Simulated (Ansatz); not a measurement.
# H: what a set of calculations says

Plane-wave DFT in Ansatz with scalar-relativistic PAW potentials. The crystal relaxes under PBE to I4/mmm with a = 3.710 Å, c = 4.571 Å, 15.73 Å³/atom. No spin polarisation. Whether it is the stable form of this composition wasn't checked.

```yaml
crystal:
  lattice:
    - [-1.85490, 1.85490, 2.28559]
    - [1.85490, -1.85490, 2.28559]
    - [1.85490, 1.85490, -2.28559]
  atoms:
    - { symbol: H, position: [0.91789, 0.91789, 0.00000] }
    - { symbol: H, position: [0.08211, 0.08211, 0.00000] }
```

Each line comes from a run of its own, at the level named and at that level's relaxed cell.

- Bands. r2SCAN: gap 10.29 eV, indirect; electron mass 0.9 mₑ, top hole band's mass 4 mₑ.
- Elasticity. LDA: B = 6, G = 4, E = 11 GPa, ν = 0.18 (Hill).
- Zone-centre modes and screening. LDA: 217 (×2), 4084 cm⁻¹; mean ε∞ 2.01, mean ε0 2.0.
- Under pressure. r2SCAN: at 60 GPa the volume is 18.4 % of its rest value, relaxed within the start's symmetry (group found there: I4/mmm).

Gaps are Kohn–Sham gaps. All values are for 0 K without zero-point motion.

The cell holds molecules, and where no dispersion correction was added their binding is poorly described.